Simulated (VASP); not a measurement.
# TiO2 (Anatase) (I4_1/amd) in VASP: single point with PBEsol

Aim: the single point of TiO2 (Anatase) with PBEsol.

Program: VASP 6.6.1. These are calculated values, not measurements. Logs are shortened: lines on timing, memory, paths and dates and some standing lists are left out, and cuts for length are marked.

### 1 The crystal as given

Symmetry: I4_1/amd, No. 141, tetragonal system. Conventional cell: a = 3.784 Å, b = 3.784 Å, c = 9.515 Å, α = 90.00°, β = 90.00°, γ = 90.00°. Around Ti (site symmetry -4m2) lie 6 O at 1.93 to 1.98 Å. Around O (site symmetry 2mm) lie 3 Ti at 1.93 to 1.98 Å.

### 2 Single point, PBEsol

INCAR reads:

```
SYSTEM = TiO2
PREC     = Accurate       ! precision mode
ENCUT    = 520            ! plane-wave cutoff, eV
EDIFF    = 1E-6           ! SCF threshold, eV
ISMEAR   = 0              ! smearing method
SIGMA    = 0.01           ! smearing width, eV
LREAL    = .False.        ! projectors in reciprocal space
LASPH    = .True.         ! aspherical terms in the spheres
NELM     = 100            ! most SCF steps
ALGO     = Normal         ! electronic algorithm
ISIF     = 2              ! what is computed and relaxed
LWAVE    = .False.        ! write WAVECAR
LCHARG   = .False.        ! write CHGCAR
GGA      = PS             ! functional
NBANDS   = 33             ! bands
```

KPOINTS reads:

```
regular mesh
0
Gamma
  7 7 7
  0 0 0
```

POSCAR reads:

```
TiO2
1.0
   -1.8921000000      1.8921000000      4.7573000000
    1.8921000000     -1.8921000000      4.7573000000
    1.8921000000      1.8921000000     -4.7573000000
Ti O
2 4
Direct
    0.0000000000      0.0000000000      0.0000000000
    0.7500000000      0.2500000000      0.5000000000
    0.2081000000      0.2081000000      0.0000000000
    0.9581000000      0.4581000000      0.5000000000
    0.5419000000      0.0419000000      0.5000000000
    0.7919000000      0.7919000000      0.0000000000
```

Potentials or basis: VASP PAW PBE potentials, release 64 (Ti_sv, O).

Command:

```bash
cat potpaw_PBE.64/Ti_sv/POTCAR potpaw_PBE.64/O/POTCAR > POTCAR
mpirun -np 1 vasp_std > vasp.out
```

OUTCAR:

```text
SYSTEM = TiO2
   PREC = Accurate
   ENCUT = 520
   EDIFF = 1E-6
   ISMEAR = 0
   LREAL = .False.
   LASPH = .True.
   NELM = 100
   ISIF = 2
   GGA = PS

 ion  position               nearest neighbor table
   1  0.000  0.000  0.000-   5 1.93   4 1.93   5 1.93   4 1.93   3 1.98   6 1.98
   2  0.750  0.250  0.500-   6 1.93   3 1.93   6 1.93   3 1.93   4 1.98   5 1.98
   3  0.208  0.208  0.000-   2 1.93   2 1.93   1 1.98
   4  0.958  0.458  0.500-   1 1.93   1 1.93   2 1.98
   5  0.542  0.042  0.500-   1 1.93   1 1.93   2 1.98
   6  0.792  0.792  0.000-   2 1.93   2 1.93   1 1.98

  LATTYP: Found a body centered tetragonal cell.
 ALAT       =     3.7842000000
 C/A-ratio  =     2.5142962846

  Lattice vectors:

 A1 = (  -1.8921000000,   1.8921000000,   4.7573000000)
 A2 = (   1.8921000000,  -1.8921000000,   4.7573000000)
 A3 = (   1.8921000000,   1.8921000000,  -4.7573000000)

Analysis of symmetry for initial positions (statically):
=====================================================================
 Subroutine PRICEL returns:
 Original cell was already a primitive cell.

 Routine SETGRP: Setting up the symmetry group for a
 body centered tetragonal supercell.

 Subroutine GETGRP returns: Found 16 space group operations
 (whereof  8 operations were pure point group operations)
 out of a pool of 16 trial point group operations.

The static configuration has the point symmetry D_2d.
 The point group associated with its full space group is D_4h.

Analysis of symmetry for dynamics (positions and initial velocities):
=====================================================================
 Subroutine PRICEL returns:
 Original cell was already a primitive cell.

 Routine SETGRP: Setting up the symmetry group for a
 body centered tetragonal supercell.

 Subroutine GETGRP returns: Found 16 space group operations
 (whereof  8 operations were pure point group operations)
 out of a pool of 16 trial point group operations.

The dynamic configuration has the point symmetry D_2d.
 The point group associated with its full space group is D_4h.

 Subroutine INISYM returns: Found 16 space group operations
 (whereof  8 operations are pure point group operations),
 and found     1 'primitive' translations

----------------------------------------------------------------------------------------

                                     Primitive cell

  volume of cell :      68.1253

  direct lattice vectors                    reciprocal lattice vectors
    -1.892100000  1.892100000  4.757300000     0.000000000  0.264256646  0.105101633
     1.892100000 -1.892100000  4.757300000     0.264256646  0.000000000  0.105101633
     1.892100000  1.892100000 -4.757300000     0.264256646  0.264256646  0.000000000

  length of vectors
     5.458203744  5.458203744  5.458203744     0.284390450  0.284390450  0.373715333

  position of ions in fractional coordinates (direct lattice)
     0.000000000  0.000000000  0.000000000
     0.750000000  0.250000000  0.500000000
     0.208100000  0.208100000  0.000000000
     0.958100000  0.458100000  0.500000000
     0.541900000  0.041900000  0.500000000
     0.791900000  0.791900000  0.000000000

  ion indices of the primitive-cell ions
   primitive index   ion index
                 1           1
                 2           2
                 3           3
                 4           4
                 5           5
                 6           6

----------------------------------------------------------------------------------------

 KPOINTS: regular mesh

Automatic generation of k-mesh.
 Grid dimensions read from file:
 generate k-points for:    7    7    7

 Generating k-lattice:

  Cartesian coordinates                     Fractional coordinates (reciprocal lattice)
     0.000000000  0.037750949  0.015014519     0.142857143  0.000000000  0.000000000
     0.037750949  0.000000000  0.015014519     0.000000000  0.142857143  0.000000000
     0.037750949  0.037750949  0.000000000     0.000000000  0.000000000  0.142857143

  Length of vectors
     0.040627207  0.040627207  0.053387905

  Shift w.r.t. Gamma in fractional coordinates (k-lattice)
     0.000000000  0.000000000  0.000000000

 Subroutine IBZKPT returns following result:
 ===========================================

 Found     40 irreducible k-points:

 Following reciprocal coordinates:
            Coordinates               Weight
  0.000000  0.000000  0.000000      1.000000
  0.142857  0.000000  0.000000      8.000000
  0.285714  0.000000  0.000000      8.000000
  0.428571 -0.000000  0.000000      8.000000
  0.142857  0.142857  0.000000      8.000000
  0.285714  0.142857  0.000000     16.000000
[... 16 lines left out ...]
 -0.142857  0.285714  0.142857      8.000000
 -0.428571  0.428571  0.142857      8.000000
 [... further k-points ...]
   k-points           NKPTS =     40   k-points in BZ     NKDIM =     40   number of bands    NBANDS=     33
   number of dos      NEDOS =    301   number of ions     NIONS =      6
   total plane-waves  NPLWV =  74088
   dimension x,y,z NGX =    42 NGY =   42 NGZ =   42
   dimension x,y,z NGXF=    84 NGYF=   84 NGZF=   84
   ions per type =               2   4
   NGX,Y,Z   is equivalent  to a cutoff of  12.79, 12.79, 12.79 a.u.
   NGXF,Y,Z  is equivalent  to a cutoff of  25.58, 25.58, 25.58 a.u.
 SYSTEM =  TiO2
   PREC   = accura    normal or accurate (medium, high low for compatibility)
   ISTART =      0    job   : 0-new  1-cont  2-samecut
   ICHARG =      2    charge: 1-file 2-atom 10-const
   ISPIN  =      1    spin polarized calculation?
   LNONCOLLINEAR =      F non collinear calculations
   LSORBIT =      F    spin-orbit coupling
   LASPH  =      T    aspherical Exc in radial PAW
   ENCUT  =  520.0 eV  38.22 Ry    6.18 a.u.  10.15 10.15 10.15*2*pi/ulx,y,z
   NELM   =    100;   NELMIN=  2; NELMDL= -5     # of ELM steps
   EDIFF  = 0.1E-05   stopping-criterion for ELM
   LREAL  =      F    real-space projection
   EDIFFG = 0.1E-04   stopping-criterion for IOM
   NSW    =      0    number of steps for IOM
   IBRION =     -1    ionic relax: 0-MD 1-quasi-New 2-CG
   NFREE  =      0    steps in history (QN), initial steepest desc. (CG)
   ISIF   =      2    stress and relaxation
   ISYM   =      2    0-nonsym 1-usesym 2-fastsym
   POTIM  = 0.5000    time-step for ionic-motion
   TEBEG  =    0.0;   TEEND  =   0.0 temperature during run
   PSTRESS=    0.0 pullay stress
   NELECT =      48.0000    total number of electrons
   NUPDOWN=      -1.0000    fix difference up-down
   EMIN   =  10.00;   EMAX   =-10.00  energy-range for DOS
   EFERMI =   0.00;   METHOD = LEGACY
   ISMEAR =     0;   SIGMA  =   0.01  broadening in eV -4-tet -1-fermi 0-gaus
   EFERMI_NEDOS =   21; number of points for ismear=-14 and -15
   IALGO  =     38    algorithm
   IMIX   =      4    mixing-type and parameters
     AMIX     =   0.40;   BMIX     =  1.00
     AMIX_MAG =   1.60;   BMIX_MAG =  1.00
  volume/ion in A,a.u.               =      11.35        76.62
  Fermi-wavevector in a.u.,A,eV,Ry     =   1.456752  2.752862 28.873289  2.122127
  Thomas-Fermi vector in A             =   2.573634
   LORBIT       =      0    0 simple, 1 ext, 2 COOP (PROOUT), +10 PAW based schemes
   GGA     = PS    functional components
   LHFCALC =     F    Hartree Fock is set to
   AEXX    =    0.0000 exact exchange contribution
   IVDW    =     0    specifies the selected vdW correction
   LEPSILON=     F    determine dielectric tensor
   LRPA    =     F    only Hartree local field effects (RPA)
 non-spin polarized calculation
 Gauss-broadening in eV      SIGMA  =   0.01
  energy-cutoff  :      520.00
  volume of cell :       68.13
 maximum number of plane-waves:      1850
 NGX is ok and might be reduce to    42
   NGX = 21   NGY = 21   NGZ = 21

 number of electron      47.9999989 magnetization

 Free energy of the ion-electron system (eV)
  ---------------------------------------------------
  ext. energy  EPLUGINS =         0.00000000
  ---------------------------------------------------
  free energy    TOTEN  =       -56.21730655 eV

  energy without entropy =      -56.21730655  energy(sigma->0) =      -56.21730655

 E-fermi :   3.3612     XC(G=0): -11.0183

 val. band max:        3.2889371520   @ k =  -0.4286   0.4286   0.0000
 cond. band min:       5.3370239521   @ k =   0.0000   0.0000   0.0000
 fundamental gap:      2.0480868001
 Fermi energy:         3.3612184413

 k-point     1 :       0.0000    0.0000    0.0000
  band No.  band energies     occupation
      1     -52.8517      2.00000
      2     -52.7890      2.00000
      3     -29.4397      2.00000
      4     -29.1924      2.00000
      5     -29.1924      2.00000
      6     -29.1182      2.00000
[... 25 lines left out ...]
     32       8.6253      0.00000
     33       8.6403      0.00000

 k-point     2 :       0.1429    0.0000    0.0000
  band No.  band energies     occupation
      1     -52.8490      2.00000
      2     -52.7909      2.00000
      3     -29.4340      2.00000
      4     -29.2184      2.00000
      5     -29.1943      2.00000
      6     -29.1286      2.00000
[... 25 lines left out ...]
     32       8.8163      0.00000
     33       9.1292      0.00000

 k-point     3 :       0.2857    0.0000    0.0000
  band No.  band energies     occupation
      1     -52.8420      2.00000
      2     -52.7959      2.00000
      3     -29.4216      2.00000
      4     -29.2741      2.00000
      5     -29.1981      2.00000
      6     -29.1470      2.00000
[... 25 lines left out ...]
     32       9.1949      0.00000
     33       9.6346      0.00000

 k-point     4 :       0.4286   -0.0000    0.0000
  band No.  band energies     occupation
      1     -52.8350      2.00000
      2     -52.8014      2.00000
      3     -29.4109      2.00000
      4     -29.3199      2.00000
      5     -29.2008      2.00000
      6     -29.1547      2.00000
[... 673 lines left out ...]
     32       9.8737      0.00000
     33      10.0664      0.00000

 k-point    23 :      -0.1429    0.2857    0.1429
  band No.  band energies     occupation
      1     -52.8370      2.00000
      2     -52.7993      2.00000
      3     -29.4253      2.00000
      4     -29.3048      2.00000
      5     -29.1989      2.00000
      6     -29.1675      2.00000
[... 25 lines left out ...]
     32       9.3235      0.00000
     33       9.9766      0.00000

 k-point    24 :      -0.4286    0.4286    0.1429
  band No.  band energies     occupation
      1     -52.8230      2.00000
      2     -52.8105      2.00000
      3     -29.3978      2.00000
      4     -29.3533      2.00000
      5     -29.2318      2.00000
      6     -29.2141      2.00000
[... 25 lines left out ...]
     32       9.7302      0.00000
     33      10.7054      0.00000

 [... further k-points ...]

------------------------ aborting loop because EDIFF is reached ----------------------------------------

  FORCE on cell =-STRESS in cart. coord.  units (eV):
  Direction    XX          YY          ZZ          XY          YZ          ZX
  --------------------------------------------------------------------------------------
  -------------------------------------------------------------------------------------
  Total       -0.2884037     -0.2884037      0.1348185      0.0000000      0.0000000      0.0000000
  in kB       -6.7827026     -6.7827026      3.1706729      0.0000000      0.0000000      0.0000000
  external PRESSURE =      -3.4649108 kB  Pullay stress =       0.0000000 kB

 VOLUME and BASIS-vectors are now :
 -----------------------------------------------------------------------------
  energy-cutoff  :      520.00
  volume of cell :       68.13
      direct lattice vectors                 reciprocal lattice vectors
    -1.892100000  1.892100000  4.757300000     0.000000000  0.264256646  0.105101633
     1.892100000 -1.892100000  4.757300000     0.264256646  0.000000000  0.105101633
     1.892100000  1.892100000 -4.757300000     0.264256646  0.264256646  0.000000000

 POSITION                                       TOTAL-FORCE (eV/Angst)
 -----------------------------------------------------------------------------------
      0.00000      0.00000      0.00000        -0.000000     -0.000000     -0.000000
      0.00000      1.89210      2.37865        -0.000000     -0.000000      0.000000
      0.00000      0.00000      1.97999        -0.000000      0.000000      0.012339
      0.00000      1.89210      4.35864         0.000000     -0.000000      0.012339
      0.00000      1.89210      0.39866         0.000000     -0.000000     -0.012339
      0.00000      0.00000      7.53461        -0.000000      0.000000     -0.012339
 -----------------------------------------------------------------------------------
    total drift:                                0.000000      0.000000      0.000000

  FREE ENERGIE OF THE ION-ELECTRON SYSTEM (eV)
  ---------------------------------------------------
  free  energy   TOTEN  =       -56.2173065525 eV

  energy  without entropy=      -56.2173065525  energy(sigma->0) =      -56.21730655
```

Wall time 4.5 min (1 thread of AMD EPYC 7R43 (Zen 3), shared host); peak memory 0.24 GiB.

What came out:

- Free energy: -56.2173 eV
- Pressure: -0.3 GPa
- Largest force: 0.012 eV/Å
- Band gap on the k mesh: 2.05 eV, indirect (least direct gap 2.40 eV)

Forces in eV/Å, atoms in the order of the input:
```
Ti   0.000  0.000  0.000
Ti   0.000  0.000  0.000
O    0.000  0.000  0.012
O    0.000  0.000  0.012
O    0.000  0.000 -0.012
O    0.000  0.000 -0.012
```

Levels at points of the mesh, in eV from the valence-band top:
| k point | band 20 | band 21 | band 22 | band 23 | band 24 | band 25 | band 26 | band 27 | band 28 | band 29 |
| --- | --- | --- | --- | --- | --- | --- | --- | --- | --- | --- |
| (0.00, 0.00, 0.00) | -0.78 | -0.77 | -0.77 | -0.48 | -0.48 | 2.05 | 2.81 | 3.96 | 3.96 | 4.00 |

Caveat: the PAW data sets were made with another functional, which shifts forces and pressure a little; an odd mesh through Γ misses points on the zone boundary, where band edges often lie.
